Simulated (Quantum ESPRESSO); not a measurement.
**Te2Pt in Quantum ESPRESSO: the effect of functional**

Te2Pt:

```xyz
3
Lattice="4.0180 0.0000 0.0000 -2.0090 3.4797 0.0000 0.0000 0.0000 5.2120" Properties=species:S:1:pos:R:3 pbc="T T T"
Te    0.0000    2.3198    1.3030
Te    2.0090    1.1599    3.9090
Pt    0.0000    0.0000    0.0000
```

Alike in all runs:

* Program: Quantum ESPRESSO 7.5
* Task: single point
* Potentials or basis: PseudoDojo 0.4.1 SR PBEsol standard
* Cutoff: 1143 eV
* Density cutoff: 4572 eV
* k mesh: 6 × 6 × 4
* Occupations: gaussian, width 0.05 eV
* Spin: collinear spin, ferromagnetic start
* Starting moments: [0.0, 0.0, 4.0] μB
* Hubbard terms: Pt d U = 5 eV

```csv
functional,pressure (GPa),largest force (eV/Å)
LDA,0.5,0.53
PBEsol,2.4,0.66
revPBE,8.2,0.93
RPBE,8.8,0.95
PW91,?,?
```

Problem. What does the run with functional PW91 give?

Solution. Pressure 7.0 GPa; largest force 0.92 eV/Å.

Caveats: the U is typed as a test and isn't derived for this compound; the potentials were made for another functional, which shifts forces and pressure (some runs).

Runs at the PBE level aren't shown here.
